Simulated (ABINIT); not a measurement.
The system is Ru.

```
Ru
1.0
     2.70580    0.00000    0.00000
    -1.35290    2.34329    0.00000
     0.00000    0.00000    4.28190
Ru
2
Direct
  0.66667 0.33333 0.75000
  0.33333 0.66667 0.25000
```

- Program: ABINIT 10.8.3 (patched build)
- Task: relaxation of cell and atoms
- Functional: PBE
- Potentials or basis: PseudoDojo NC SR PBE v0.4.1 standard
- Cutoff: 1143 eV
- k mesh: 8 × 8 × 4
- Occupations: fermi-dirac, width 0.05 eV
- Spin: no spin polarisation

At the start: pressure 4.9 GPa; volume 13.57 Å³/atom.

Problem. Where does the relaxation end?

Solution. Over 4 steps the energy falls by 3.1 meV/atom and the volume is 13.78 Å³/atom (+1.5 %); space group P6_3/mmc (No. 194, to 0.05 Å).

The path:
| step | energy change (eV) | largest force (eV/Å) | pressure (GPa) | volume (Å³) |
| --- | --- | --- | --- | --- |
| 1 | 0.0000 | 0.0000 | 4.89 | 27.15 |
| 2 | -0.0062 | 0.0000 | 0.03 | 27.56 |
| 3 | -0.0063 | 0.0000 | -0.01 | 27.56 |
| 4 | -0.0063 | 0.0000 | 0.00 | 27.56 |

Final structure:
```
Ru
1.0
     2.72109    0.00000    0.00000
    -1.36054    2.35653    0.00000
     0.00000    0.00000    4.29820
Ru
2
Direct
  0.66667 0.33333 0.75000
  0.33333 0.66667 0.25000
```

Caveat: the k mesh is coarse (spacing up to 0.37 Å⁻¹), so the values aren't converged.
